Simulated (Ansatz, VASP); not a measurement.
## SnTe: VASP beside Ansatz

```
Te Sn
1.0
     0.00000    3.12970    3.12970
     3.12970    0.00000    3.12970
     3.12970    3.12970    0.00000
Te Sn
1 1
Cartesian
  3.1297 3.1297 3.1297
  0.0000 0.0000 0.0000
```

Alike in both runs: task single point; functional SVWN5; k mesh 7 × 7 × 7; occupations fermi-dirac, width 0.05 eV; no spin polarisation.

|  | VASP | Ansatz |
| --- | --- | --- |
| version | VASP 6.6.1 | Ansatz 0.2.0 |
| potentials or method | VASP PAW PBE potentials, release 64 (Te, Sn_d) | Ansatz PAW |
| plane-wave cutoff (eV) | 520 | 420 |
| valence electrons in the cell | 20 | 30 |

|  | VASP | Ansatz | Ansatz less VASP |
| --- | --- | --- | --- |
| gap on the k mesh at the Fermi level (eV) | 0.67 | 0.67 | +0.001 |
| least direct gap on the mesh (eV) | 0.67 | 0.67 | +0.001 |
| pressure (GPa) | -0.7 | -0.7 | -0.03 |

The two sets of potentials don't hold the same shells in valence.

Caveats: the PAW data sets were made with another functional, which shifts forces and pressure a little (VASP); the PAW data sets come from PBE, with cores solved anew for the run's functional, which leaves a small shift of forces and pressure (Ansatz). The runs have no spin-orbit coupling, so splittings on Te are missing.
